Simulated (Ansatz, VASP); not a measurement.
# One calculation of Y, two programs

```xyz
1
Lattice="2.5033 0.0000 0.0000 0.0000 2.5033 0.0000 0.0000 0.0000 2.5033" Properties=species:S:1:pos:R:3 pbc="T T T"
Y     0.0000    0.0000    0.0000
```

Change from the starting cell: volume scaled by 0.45, crystal datasets.

Alike in both runs: task single point; functional PBE; k mesh 12 × 12 × 12; occupations fermi-dirac, width 0.08 eV; no spin polarisation.

```csv
,VASP,Ansatz
version,VASP 6.6.1,Ansatz 0.2.0
potentials or method,"VASP PAW PBE potentials, release 64 (Y_sv), cutoff 520 eV","all-electron PAW with datasets made for the crystal, scalar-relativistic"
```

Ansatz gave:

```
pressure (GPa) : 89.6
```

Q: Which values does VASP return?

A: Pressure (GPa): 89.7.

Ansatz ran all-electron here, so the differences hold the error of VASP's frozen core and of both bases.

Caveats: the cell as given lies far from equilibrium; so large a pressure means that the cell lies far from this level's equilibrium, or that cutoff or potentials fall short (VASP).
